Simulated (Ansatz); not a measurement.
A series in volume scale on Re

Results calculated with Ansatz 0.2.0, not measured. Plane-wave DFT, scalar-relativistic PAW made under PBE with cores redone for the functional, no dispersion; the given relaxed cell is scaled uniformly, energy at zero smearing counts from the unscaled cell, pressure at the given Fermi-Dirac smearing is positive in compression.

The cell before it is scaled or strained (space group P6/mmm, No. 191):
```
Re
1.0
      4.3914     0.0000     0.0000
     -2.1957     3.8030     0.0000
      0.0000     0.0000     2.7520
Re
3
Direct
  0.00000 0.00000 1.00000
  0.33333 0.66667 0.50000
  0.66667 0.33333 0.50000
```

Settings of every row: spin polarised no; functional revPBE; wave cutoff 420 eV; smearing width 0.1 eV; k mesh 9x9x13.

Atom starting moment: 0 on all atoms.

Limits: all rows lie far from zero pressure; no spin-orbit coupling, which can matter with elements this heavy; the cell comes from a prototype or a list of computed structures and needn't be the stable phase.

| row | volume scale | V (Å³/atom) | pressure (GPa) | energy change per atom (meV) |
| --- | --- | --- | --- | --- |
| 1 | 0.88 | 13.482 | 57.43 | 291.92 |
| 2 | 0.92 | 14.094 | ? | ? |
| 3 | 0.96 | 14.707 | 15.16 | 27.3 |
| 4 | 1.04 | 15.933 | -12.17 | 24.79 |
| 5 | 1.08 | 16.546 | -21.93 | 91.39 |
| 6 | 1.12 | 17.158 | -29.72 | 191.47 |

Question: what pressure and energy change per atom should row 2 give?

Worked fit of pressure. Take u = (V_r/V)^(2/3) − 1 with V_r = 15.933 Å³ an atom, which is twice the finite (Eulerian) strain; such expansions in the strain, on which the Birch-Murnaghan equation of state is built, carry the rest volume and the bulk modulus. The shown rows have u = 0.11779, 0.05483, 0, -0.02485, -0.04818. Least squares give pressure = −12.289 + 426.813 × u + 1397.99 × u² GPa; a straight line predicts inner rows, each left out in turn, worse (root mean square 4.7 against 0.26 GPa). The rows lie off it by 0.05, -0.16, 0.12, 0.10, -0.11 (root mean square 0.11 GPa). The pressure vanishes at u = 0.0265, or V = 15.32 Å³ an atom, and there the bulk modulus at fixed shape and fractions is B = −V dP/dV = (2/3)(1 + u) dP/du = 343 GPa. Letting shape and atoms relax would as a rule lower it, by much in layered, chain or molecular crystals. The withheld row has u = 0.0852, so the fit gives −12.289 + 426.813 × (0.0852) + 1397.99 × (0.0852)² = 34.22 GPa.

The calculation gave 34 GPa. The fit lies 0.22 GPa (0.25 % of the column's range) above it; its largest miss of a shown row is 0.16 GPa.

Worked fit of energy change per atom. Take u = (V_r/V)^(2/3) − 1 with V_r = 15.933 Å³ an atom, which is twice the finite (Eulerian) strain; such expansions in the strain, on which the Birch-Murnaghan equation of state is built, carry the rest volume and the bulk modulus. The shown rows have u = 0.11779, 0.05483, 0, -0.02485, -0.04818. Least squares give energy change per atom = 23.882 − 1821.625 × u + 34757.3 × u² meV; a straight line predicts inner rows, each left out in turn, worse (root mean square 120 against 2 meV). The rows lie off it by 0.37, -1.19, 0.91, 0.78, -0.86 (root mean square 0.86 meV). The withheld row has u = 0.0852, so the fit gives 23.882 − 1821.625 × (0.0852) + 34757.3 × (0.0852)² = 120.98 meV.

The calculation gave 119.37 meV. The fit lies 1.61 meV (1.3 % of the value, 0.6 % of the column's range) above it; its largest miss of a shown row is 1.19 meV.
